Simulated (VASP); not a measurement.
A run of VASP 6.6.1 is set up as follows.

INCAR

```
SYSTEM = Cu2O
PREC = Accurate
ENCUT = 520
EDIFF = 1E-7
ISMEAR = 0
SIGMA = 0.02
LREAL = .False.
LASPH = .True.
NELM = 120
ALGO = Normal
ISIF = 2
LWAVE = .False.
LCHARG = .False.
ISPIN = 2
MAGMOM = 1 1 1 1 0 0
LORBIT = 11
LMAXMIX = 4
GGA = PE
KPAR = 8
```

KPOINTS

```
Automatic mesh
0
Gamma
  8 8 8
  0 0 0
```

Contents of POSCAR:

```
Cu2O                                    
1.0
    4.3079303309      0.0000000000      0.0000000000
   -0.0000000000      4.3079303309      0.0000000000
    0.0000000000      0.0000000000      4.3079303309
  Cu              O             
     4     2
Direct
     0.2500000000000000    0.2500000000000000    0.2500000000000000
     0.2500000000000000    0.7500000000000000    0.7500000000000000
     0.7500000000000000    0.7500000000000000    0.2500000000000000
     0.7500000000000000    0.2500000000000000    0.7500000000000000
     0.0000000000000000    1.0000000000000000    1.0000000000000000
     0.5000000000000000    0.5000000000000000    0.5000000000000000
```

Potentials or basis: VASP PAW PBE potentials, release 64 (Cu, O).

Launch:

```console
$ cat potpaw_PBE.64/Cu/POTCAR potpaw_PBE.64/O/POTCAR > POTCAR
$ mpirun -np 8 vasp_std > vasp.out
```

Problem. Estimate the band gap on the k mesh.

Solution. 0.47 eV, direct.

Problem. Predict the net moment.

Solution. 0.00 μB per cell.

**What was measured.**

“Importance of surface oxygen vacancies for ultrafast hot carrier relaxation and transport in Cu2O”, 2021, arxiv:2103.03167 quotes, for a bulk crystal of Cu2O: band gap 2.17 eV (direct).

A measured gap of Cu2O is 2.17 eV (direct; quoted in “Importance of surface oxygen vacancies for ultrafast hot carrier relaxation and transport in Cu2O”, 2021, arxiv:2103.03167); the calculated 0.47 eV misses it by -1.70 eV. So large a miss can be the level of theory's own, or it may mean another phase, state or a wrong row. The value is that of PBE on a finite k mesh, which can miss the band edges, without temperature or zero-point motion. Semilocal functionals fall short of measured gaps as a rule.
